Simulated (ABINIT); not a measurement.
Runs of ABINIT 10.8.3 (patched build) on Cu. It takes space group P6_3/mmc (No. 194, hexagonal). The conventional cell has a = 2.534 Å, b = 2.534 Å, c = 4.113 Å, α = 90.00°, β = 90.00°, γ = 120.00°. Cu (site symmetry -6m2) is surrounded by 12 Cu at 2.52 to 2.53 Å. This isn't the form of Cu at room conditions, which is fcc.

| level | dispersion computed by | gap on the mesh (eV) | pressure (GPa) | relaxed volume (Å³/atom) |
| --- | --- | --- | --- | --- |
| PBE+D3(BJ) | simple-dftd3 1.7.0 | none | 0.1 | 11.35 |
| PBE | - | none | -0.1 | (a) |
| PBE+D3 | simple-dftd3 1.7.0 | none | 0.1 | 11.35 |
| PBE+D4 | dftd4 4.3.1 | none | -0.1 | 11.46 |

Alike in all rows: task relaxation of cell and atoms; potentials or basis JTH PAW PBE v2.0; no spin polarisation; cell relaxed; k mesh 8 × 8 × 5; cutoff (eV) 707; smearing fermi-dirac 0.05 eV.

Estimate the missing entries.

(a) 12.03.

Caveats: pairwise dispersion overbinds metals, which lowers pressure and volume (some runs).

A gap of «none» marks a metal or a gap under the smearing width.
